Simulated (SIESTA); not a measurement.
In under changes of volume

One of the cells (26.666 Å³/atom); the others are scaled copies at fixed shape and fractional positions:

```xyz
1
Lattice="-1.6362 1.6362 2.4901 1.6362 -1.6362 2.4901 1.6362 1.6362 -2.4901" Properties=species:S:1:pos:R:3 pbc="T T T"
In    0.0000    0.0000    0.0000
```

| Item | Value |
| --- | --- |
| Program | SIESTA 5.4.2 |
| Functional | PBE |
| Potentials or basis | PseudoDojo 0.4 standard (PBE files) |
| Basis | DZP (energy shift 0.002 Ry; radii capped at 9.5 bohr) |
| Grid cutoff | 500 Ry |
| Energy shift | 0.002 Ry |
| k mesh | 11 × 11 × 11 |
| Occupations | fermi-dirac, width 0.05 eV |
| Spin | no spin polarisation |

| volume (Å³/atom) | energy over the lowest point (meV/atom) | pressure (GPa) |
| --- | --- | --- |
| 24.575 | ? | ? |
| 25.098 | 36.39 | 4.8 |
| 25.621 | 22.72 | 3.7 |
| 26.666 | 5.76 | 1.7 |
| 27.189 | 1.64 | 0.9 |
| 27.712 | 0.00 | 0.1 |

Task: What does the run at 24.575 Å³/atom give?

Result: Energy over the lowest point 53.37 meV/atom; pressure 6.1 GPa.

Worked out: A Birch-Murnaghan fit of order 3 (a polynomial in V^(-2/3)) to the other rows has its minimum at 27.84 Å³/atom, just outside them, with B0 = V·E''(V) = 34 GPa and B' = 5.7 at fixed shape and positions, which overstates the stiffness. It gives 54.13 meV/atom at 24.575 Å³/atom, against the run's 53.37, and -dE/dV = 6.1 GPa, against 6.1.

Energies are extrapolated to zero smearing.

Caveats: semicore shells carry a single zeta, which can move pressures by several GPa and volumes by a few percent; the basis of atomic orbitals isn't converged, which shifts pressures, moduli and gaps.
